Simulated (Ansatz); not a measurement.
Theory: DFT PBE, scalar-relativistic, plane waves, PAW (Ansatz). All cells share a 420 eV cutoff and Γ-centred k meshes spaced at most about 0.3 Å⁻¹ (about 0.25 or finer for metals, 2π included). No spin polarisation.

Temperature and zero-point effects are left out.

Question: Order these relaxed structures of Sn₄Te by energy, lowest first, with the energy over the lowest of them.
A.

```
CELL_PARAMETERS angstrom
6.44007 0.00000 0.00000
-3.22003 5.57726 0.00000
0.00000 0.00000 6.01649
ATOMIC_POSITIONS crystal
Sn 0.50000 0.00000 0.00000
Sn 0.00000 0.50000 0.00000
Sn 0.50000 0.50000 0.00000
Sn 0.00000 0.00000 0.50000
Te 0.00000 0.00000 0.00000
```

B.

```
CELL_PARAMETERS angstrom
5.84362 0.00000 0.00000
0.00000 5.84362 0.00000
0.00000 0.00000 5.84362
ATOMIC_POSITIONS crystal
Sn 0.00000 0.50000 0.50000
Sn 0.50000 0.50000 0.00000
Sn 0.50000 0.00000 0.50000
Sn 0.00000 0.00000 0.00000
Te 0.50000 0.50000 0.50000
```

C.

```
CELL_PARAMETERS angstrom
6.16613 0.00000 0.00000
0.00000 6.16613 0.00000
0.00000 0.00000 4.96902
ATOMIC_POSITIONS crystal
Sn 0.75085 0.75085 0.00000
Sn 0.24915 0.24915 0.00000
Sn 0.75085 0.24915 0.00000
Sn 0.24915 0.75085 0.00000
Te 0.50000 0.50000 0.50000
```

Answer: C (0 meV/atom), A (301 meV/atom), B (391 meV/atom). Forms: C P4/mmm; A P6/mmm; B Pm-3m. Counting Sn atoms around Te (those within 1.25 times the shortest such distance or 1.15 times the sum of covalent radii; the shortest distance is added where it is long for a bond): C has Te 8 from 3.3 Å; A has Te 8; B has Te 6. All come from invented guesses. Even the lowest of the cells shown lies +0.23 eV/atom against the elements.

Spin–orbit coupling, which can matter for Te, is left out. Cells relaxed within their symmetry can be saddle points. Some types were kept out of the candidates beforehand, so the set may lack a known form.
